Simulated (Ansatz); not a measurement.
## An elastic constant from a strain scan in Ge

The calculation used Ansatz 0.2.0, DFT PBEsol, scalar-relativistic, plane waves, PAW. Cutoff 420 eV, Γ-centred 24×24×24 k-points, Gaussian smearing of 0.15 eV. No spin polarisation. Energies are free energies at this smearing, counted from the undisturbed cell; pressure is positive in compression.

Zero of the scan (relaxed at this level; this form isn't the usual structure):

```
CELL_PARAMETERS angstrom
-2.56301 2.56301 1.39666
2.56301 -2.56301 1.39666
2.56301 2.56301 -1.39666
ATOMIC_POSITIONS crystal
Ge 0.25000 0.75000 0.50000
Ge 0.50000 0.50000 0.00000
```

The cell is strained by ε times the Voigt pattern (0, 1, 0, 0, 0, 0) (xx, yy, zz, yz, xz, xy; engineering shear) with fractional coordinates fixed. The cell holds 2 atoms in V0 = 36.70 Å³. The stress column is τ = (1/V0) dE/dε, got from the stress tensor σ (compression positive) at each point as −det(1 + εP) σ : P(1 + εP)⁻¹, with P the pattern as a tensor.

```
      ε  ΔE (meV/atom)  τ (GPa)
-0.0600         42.005  -13.881
-0.0300          8.937   -5.829
 0.0000          0.000    0.300
 0.0150          2.578    2.648
 0.0450         18.636    6.502
 0.0600              ?        ?
```

Task: Which combination of elastic constants does this scan measure, and how large is it?

Result: For small ε, τ = τ0 + Kε with K = pᵀCp, which for this pattern is C22 in the Cartesian frame shown. The parabola through τ at ε = -0.0300, 0 and 0.0150 has slope K = 172 GPa at zero. The energies per cell, E = NΔE, of the same two points give K = 2[E(ε₊)/ε₊ − E(ε₋)/ε₋]/[(ε₊ − ε₋)V0] = 182 GPa, in agreement. These are clamped-ion values.

Task: Predict the withheld row at ε = 0.0600 from the harmonic law, and compare.

Result: ΔE = V0(τ0 ε + Kε²/2)/N = 37.616 meV/atom and τ = 10.65 GPa. The calculation gives 31.088 meV/atom and 7.94 GPa: the energy lies 17 % below the harmonic value, as bonds soften when stretched.

Forces appear on the atoms along this scan, and letting them relax would lower the energy and soften the response. In a metal these slopes depend on the k mesh and the smearing.